## Denser ought to be better

Pack atoms more tightly and they should bind more strongly. By that reasoning the structure of Zr₃S₂ with the smallest volume per atom ought to have the lowest energy.

Structures of Zr3S2, computed with Ansatz 0.2.0 using the PBE functional, plane waves (cutoff 420 eV) and PAW datasets, scalar-relativistic. Cell and atoms are relaxed, and energies are given relative to the lowest computed structure of this formula.

```tsv
found from	space group number	atoms in cell	volume per atom (Å³)	over lowest (meV/atom)
anti-Al2O3 type	167	10	19.83	0.0
anti-Bi2Te3 type	166	5	19.42	6.0
random start	12	5	19.40	10.0
database cell	155	5	20.21	106.0
anti-La2O3 type	164	5	18.99	240.0
changed type	36	10	20.04	353.0
```

The densest structure, the anti-La₂O₃ type, lies 240 meV/atom above the lowest. Over the six rows, volume and energy hardly rank together at all. The energies fall instead into a close group of three, within 10 meV/atom, and three structures that start 96 meV/atom above that group. Within the group, neighbouring places could change, because the numerical tolerance is 4 meV/atom. The gap above it is what needs a cause.

## Could the wrong volume be the cause?

A subtler form of the idea says that each solid has a preferred volume and pays for missing it in either direction. The price can be estimated by squeezing the lowest structure, the anti-Al₂O₃ type, to the volume of the anti-La₂O₃ type without changing its pattern of bonds. For a small volume change $\Delta V$ the cost per atom is

$$\Delta E \approx \frac{B\,(\Delta V)^2}{2V_0},$$

where $V_0$ is the volume per atom of the lowest structure and $B$ the bulk modulus, its stiffness against compression. As a rough size, close to that of zirconium metal, take $B = 100$ GPa, or 0.62 eV/Å³. With $\Delta V = -0.84$ Å³ and $V_0 = 19.83$ Å³,

$$\Delta E \approx \frac{0.62 \times 0.84^2}{2 \times 19.83}\ \text{eV} \approx 0.011\ \text{eV}.$$

That is 11 meV/atom, against the 240 computed. To close the gap, the solid would have to be about twenty times stiffer than assumed. The volume of the anti-La₂O₃ type is therefore a by-product of its atomic arrangement, and the arrangement must carry most of the energy.

Density gains a direct influence only under pressure. A first-order estimate, which ignores how the volumes themselves shrink, puts the anti-La₂O₃ type level with the anti-Bi₂Te₃ type only near 90 GPa. That is almost as large as the assumed bulk modulus, too far for a first-order estimate to be accurate, so the figure suggests only that the pressure would have to be large.

## Could the number of Zr–S contacts decide?

Zirconium and sulfur attract each other, so more contacts between them might mean a lower energy. In the ideal anti-Al₂O₃ and anti-Bi₂Te₃ types each sulfur atom touches six zirconium atoms, which makes 12 contacts per formula. In the ideal anti-La₂O₃ type it touches seven, which makes 14. The structure with more contacts is the one that lies far higher, so counting them predicts the wrong order. This single comparison does not prove that seven neighbours are harmful in general.

## The packing of the metal

The third explanation starts from the zirconium atoms alone. The prefix "anti" means that metal and non-metal have changed places, so zirconium sits where the parent compound has oxygen or tellurium. In the anti-Al₂O₃ and anti-Bi₂Te₃ types this gives close-packed metal layers, with sulfur in two thirds of the octahedral holes between them.

For layers that rest over each other's hollows, the shape of the cell shows whether the packing is close. Let $s$ be the distance between neighbours within a metal layer and $h$ the mean height from one layer to the next. An atom of the next layer rests over a hollow, a sideways distance $s/\sqrt{3}$ from the three atoms below it. If it is also to be a distance $s$ from them, then $h^2 + s^2/3 = s^2$, and hence $h/s = \sqrt{2/3} \approx 0.82$.

The relaxed cells give 0.83 for the anti-Al₂O₃ type and 0.79 for the anti-Bi₂Te₃ type, both within about 3% of the ideal. The anti-La₂O₃ type has three metal layers in a cell 6.42 Å high, so $h = 2.14$ Å, while $s = 4.13$ Å. Its ratio is 0.52, far from close packing. The energies played no part in this test; the output after the text lists the ratios.

The structure found from a random start seems to belong with the first two. Its cell edges agree within about 2.5% with those of a cubic close-packed metal lattice of the same volume. Its atomic positions are not given, so the match suggests close packing without proving it.

## Why the low structures cost nearly the same

The two named low structures differ more than their energies suggest. In the ideal anti-Al₂O₃ type every zirconium atom has four sulfur neighbours. In the ideal anti-Bi₂Te₃ type one zirconium atom in three has six and the others have three, and some metal layers face each other with no sulfur between them. Yet the computed energies differ by only 6 meV/atom.

Electron counting offers a reason. Three zirconium atoms bring twelve valence electrons, and two sulfur atoms, counted as S²⁻, take four. The remaining eight can bind zirconium to zirconium. Such metallic bonding does not require a fixed number of sulfur neighbours: where sulfur is absent, a zirconium atom can bind to the metal atoms across the empty holes. Moving sulfur from one set of octahedral holes to another might then change the energy little, provided that the metal stays close-packed. The small difference agrees with this argument but does not prove it, since the metal layers are also stacked differently in the two types and no densities of states are given.

## What changes in the anti-La₂O₃ type

In the anti-Bi₂Te₃ type a zirconium atom has twelve metal neighbours at roughly 3.5 to 3.6 Å, if the layers are taken as evenly spaced. On the same assumption the anti-La₂O₃ type keeps six at about 3.2 Å, while the six within the layer move out to 4.13 Å. Sulfur also exchanges its six neighbours, set in a somewhat distorted octahedron, for seven.

The numbers do not show which of these changes costs the energy. Fewer metal neighbours should weaken the bonding, but shorter contacts should strengthen it, so a count of neighbours cannot yield the 240 meV/atom. The changed surroundings of sulfur may matter as much; that is a guess. Relaxed bond lengths and densities of states would help to separate the two. The relaxation also kept the starting symmetry, so a distortion that breaks it might lower this energy.

## How far the rule reaches

For another arrangement of Zr₃S₂, the first question is whether zirconium stays close-packed with sulfur in octahedral holes. If it does, an energy near the low group is a first guess, though it rests on only two clear cases and a probable third. The database cell, at 106 meV/atom, fits this picture only conditionally: if its three metal atoms form one flat, evenly spaced triangular layer per cell, the rhombohedral lattice sets each layer straight above the last instead of over its hollows. The metal is then not close-packed, and sulfur would be expected in trigonal prisms, not octahedra.

The highest structure, at 353 meV/atom, remains unexplained, since its atomic positions are not given. The rule therefore helps to recognise likely low structures, but it does not predict how high the others lie. Nor do these energies tell whether Zr₃S₂ would form in a furnace, because they compare its structures only with one another and not with other zirconium sulfides.

The analysis program printed:

```
Volume change alone against computed energy:
               row  volume less that of lowest (A^3/atom)  harmonic cost (meV/atom)  computed (meV/atom)
   anti-Al2O3 type                                      0                         0                    0
  anti-Bi2Te3 type                                  -0.41                     2.645                    6
      random start                                  -0.43                      2.91                   10
     database cell                                   0.38                     2.273                  106
   anti-La2O3 type                                  -0.84                      11.1                  240
      changed type                                   0.21                     0.694                  353
Rank correlation of volume with energy, all six rows: 0.08571
Bulk modulus needed to blame volume for anti-La2O3 (GPa): 2161
First-order pressure for anti-La2O3 to match anti-Bi2Te3 (GPa): 87.19
Gap between third and fourth structure (meV/atom): 96
Zr-S contacts per formula, six neighbours of each S: 12
Zr-S contacts per formula, seven neighbours of each S: 14
Valence electrons per formula left after two S2-: 8
Height over spacing, ideal close packing: 0.8165
Height over spacing, anti-Al2O3: 0.8337
Height over spacing, anti-Bi2Te3: 0.792
Height over spacing, database cell if three Zr lie in each flat layer: 1.042
Height over spacing, anti-La2O3: 0.5176
Mean Zr-Zr spacing within a layer, anti-Bi2Te3 (A): 3.613
Zr-Zr distance to next layer at mean height, anti-Bi2Te3 (A): 3.541
Zr-Zr spacing within a layer, anti-La2O3 (A): 4.133
Zr-Zr distance to next layer at mean height, anti-La2O3 (A): 3.205
Random start, short edge off cubic close packing (%): -1.536
Random start, middle edge off cubic close packing (%): 2.318
Random start, long edge off cubic close packing (%): -0.9703
```
